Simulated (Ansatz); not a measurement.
Write the native input for Ansatz 0.2.0 that does the following.

```yaml
Task: single point
Functional: PBE
Potentials_or_basis: Ansatz PAW
Cutoff: "420 eV (not typed: the program's choice for these potentials)"
k_mesh: 11 × 11 × 6
Occupations: fermi-dirac, width 0.05 eV
Spin: no spin polarisation
```

Rh:

```xyz
2
Lattice="2.7310 0.0000 0.0000 -1.3655 2.3651 0.0000 0.0000 0.0000 4.4285" Properties=species:S:1:pos:R:3 pbc="T T T"
Rh    0.0000    1.5767    1.1071
Rh    1.3655    0.7884    3.3214
```

This isn't the form of Rh at room conditions, which is fcc.

The input as run:

input.yaml

```yaml
crystal:
  lattice:
    - [2.7309790422, 0.0, 0.0]
    - [-1.3654895211, 2.3650972278, 0.0]
    - [0.0, 0.0, 4.428489]
  atoms:
    - { symbol: Rh, position: [0.3333333333, 0.6666666667, 0.25] }
    - { symbol: Rh, position: [0.6666666667, 0.3333333333, 0.75] }
hamiltonian:
  xc: pbe
  pseudopotentials: { kind: paw }
kpoints:
  mp_grid: { grid: [11, 11, 6] }
scf:
  occupations: { method: fermi_dirac, width: 0.05 }
output:
  forces: true
  stress: true
  eigenvalues: true
  write_density: true
  write_potential: true
  elf: true
  volumetric_format: npy
```

Potentials or basis: Ansatz PAW.

The run is started by

```console
$ ansatz run input.yaml --threads 2 --pin off --max-ram 5120MiB --backend cpu --events-out ev --progress --plain --runs-dir out
```

It gave:

```yaml
Pressure: -3.5 GPa
Band_gap_on_the_k_mesh: none (metal or under the smearing width)
```

Wall time 1.7 s on 2 threads of Intel(R) Xeon(R) Processor @ 2.70GHz, on a shared host, peak memory 0.34 GiB.
